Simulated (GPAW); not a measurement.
# BaTiO3: single point with LDA

BaTiO3:

```xyz
5
Lattice="4.0060 0.0000 0.0000 0.0000 4.0060 0.0000 0.0000 0.0000 4.0060" Properties=species:S:1:pos:R:3 pbc="T T T"
Ba    2.0030    2.0030    2.0030
Ti    0.0000    0.0000    0.0000
O     0.0000    0.0000    2.0030
O     0.0000    2.0030    0.0000
O     2.0030    0.0000    0.0000
```

```json
{
 "Program": "GPAW 26.7.0",
 "Task": "single point",
 "Functional": "LDA",
 "Potentials or basis": "the program's PAW data sets (release 1.2.1) made for this functional",
 "Cutoff": "600 eV",
 "Basis": "pw",
 "k mesh": "6 × 6 × 6",
 "Occupations": "fermi-dirac, width 0.05 eV",
 "Spin": "no spin polarisation"
}
```

```json
{
 "Pressure": "-12.5 GPa",
 "Band gap on the k mesh": "1.69 eV, indirect (least direct gap 1.83 eV)"
}
```

Levels at points of the mesh, in eV from the valence-band top:
```csv
k point,band 16,band 17,band 18,band 19,band 20,band 21,band 22,band 23,band 24,band 25
"(0.00, 0.00, 0.00)",-1.11,-1.11,-0.13,-0.13,-0.13,1.69,1.69,1.69,3.97,3.97
"(0.50, 0.00, 0.00)",-1.95,-1.85,-1.85,-0.71,-0.71,1.85,3.48,3.48,3.98,5.97
"(0.50, 0.50, 0.00)",-2.72,-1.73,-0.87,-0.87,-0.08,3.49,3.49,3.90,4.82,7.72
"(0.50, 0.50, 0.50)",-2.40,-2.40,0.00,0.00,0.00,4.17,4.17,4.17,6.69,6.69
```

Run time: 26 s on 1 thread of Arm Neoverse V2, with other jobs on the host, peak memory 0.19 GiB.

Caveat: the cutoff is short for stress and forces, so pressures can be off by a GPa or more; spin-orbit coupling is left out, which moves the levels of the heavy elements. A k mesh can miss the band edges.
